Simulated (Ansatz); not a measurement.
# Si: moving Si off its site

Si, Fd-3m, a = 5.470 Å. Ansatz: PBE, PAW, 420 eV, Γ-centred 6×6×6 mesh on 8 atoms, Gaussian smearing 0.05 eV; no spin polarisation.

```
Si
1.0
     5.46976    0.00000    0.00000
     0.00000   -5.46976    0.00000
     0.00000    0.00000   -5.46976
Si
8
Cartesian
  2.7349 0.0000 0.0000
  0.0000 -2.7349 0.0000
  0.0000 0.0000 -2.7349
  2.7349 -2.7349 -2.7349
  4.1023 -4.1023 -4.1023
  1.3674 -1.3674 -4.1023
  1.3674 -4.1023 -1.3674
  4.1023 -1.3674 -1.3674
```

Atom 1 (Si) moves by x along the unit vector (0.000, 1.000, 0.000), with its periodic images; all else is held. y is the free energy of the cell over the start, F the force along the path summed over the moved atoms. Symmetry makes y even in x.

```
  x (Å) y (meV) F (eV/Å)
-0.4500        ?         ?
-0.2250    326.3      2.85
 0.0000      0.0      0.00
 0.0563     20.7     -0.74
 0.1125     82.6     -1.46
 0.1688    185.0     -2.17
 0.2813    505.1     -3.49
 0.3375    718.4     -4.09
 0.3938    964.4     -4.64
```

Question: Fit y = c2 x² + c4 x⁴ to the energies of the other rows, give the force constant, and predict energy and force of the missing row.

Answer: Least squares on the rows shown. y = 6554.1 x² − 2163.4 x⁴. The force constant is 2 c2 = 13.1 eV/Å² (for all images moving together, not for a lone atom). The force −dy/dx at the missing row is 5.11 eV/Å (computed 5.11). At x = -0.4500 the fit asked for gives 1238.5 meV. The run gave 1238.7 meV, so the fit is 0.2 meV too low, a small miss on the scale of the series.

The well is steep and nearly harmonic, but it softens steadily: the restoring force keeps growing with displacement, though less than proportionally, which the negative quartic term captures. The stiffness comes from the directional sp³ bonds, which resist both stretching and bending. Moving the atom along a cube axis shortens two of its four bonds and lengthens the other two, so the odd terms cancel by the symmetry of the tetrahedral site. Bond anharmonicity nevertheless survives in the quartic term. The sideways part of the motion adds a net lengthening to the four bonds, and stretched bonds soften as orbital overlap is lost. This probably adds to the negative quartic contribution that purely harmonic bond-stretching springs would already give through geometry alone.

The good prediction at the missing row suggests that higher even terms remain small up to that displacement. The force constant does not correspond to a single phonon, since moving one atom per cubic cell mixes zone-centre and zone-boundary modes, and the energies are not barriers for diffusion or defect formation, where the neighbours would relax.
